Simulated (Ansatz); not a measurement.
**How fast does Ga move in InP?**

Theory: Ansatz 0.2.0, DFT PBE, scalar-relativistic, plane waves, PAW. Run with 420 eV cutoff, 3×3×3 k-mesh, Gaussian smearing of 0.02 eV, no spin polarisation.

Host crystal, relaxed:

```
In P
1.0
     0.00000    2.97989    2.97989
     2.97989    0.00000    2.97989
     2.97989    2.97989    0.00000
In P
1 1
Direct
  0.00000 0.00000 0.00000
  0.25000 0.25000 0.25000
```

In a supercell of 16 host sites, Ga trades places with a neighbouring In vacancy, moving 4.21 Å. Climbing-image nudged elastic band at fixed cell; the order of the saddle wasn't checked, and the small cell leaves errors of about a tenth of an eV.

A cell with an odd number of electrons and no spin polarisation is a metal by construction and may be lower with spin.

| image | path (Å) | E − E(0) (eV) |
| --- | --- | --- |
| 0 | 0.00 | 0.000 |
| 1 | 1.25 | 1.179 |
| 2 | 2.50 | 1.838 |
| 3 | 4.62 | 1.247 |
| 4 | 6.73 | 0.000 |

What are the barriers forward and back, and what attempt frequency does the shape suggest?

Forward 1.84 eV, back 1.84 eV, the ends being level. For a sinusoidal profile E_b sin²(πx/l), with the Ga atom alone moving, ν = (1/l)√(E_b/2m) = 2.7×10¹² s⁻¹, within an order of magnitude of the customary 10¹³ s⁻¹; a true prefactor needs the vibrations at the minimum and at the saddle.

With ν = 10¹³ s⁻¹, how often does the exchange happen at 300, 600 and 1000 K once atom and vacancy are neighbours, taking the host as solid throughout? Does that give the diffusivity?

k = ν exp(−E_b/k_BT):
| T (K) | k (1/s) | wait (s) |
| --- | --- | --- |
| 300 | 1.3×10⁻¹⁸ | 7.5×10¹⁷ |
| 600 | 3.6×10⁻³ | 274 |
| 1000 | 5460 | 1.8×10⁻⁴ |

No. The atom can jump only when a vacancy is beside it, so where vacancies are thermal the activation energy of diffusion adds the vacancy's formation energy less any binding to Ga; where doping, quenching or off-stoichiometry fixes their number, it doesn't. And repeated exchanges only swap the two back and forth: Ga gets on when the vacancy moves round it by other jumps, which the correlation factor counts. An error of 0.1 eV in the barrier changes k by a factor of 48 at 300 K and 3.2 at 1000 K.

Cost: 1 run of about 33 core-minutes, on Intel Xeon 6975P-C (Granite Rapids) (shared hosts).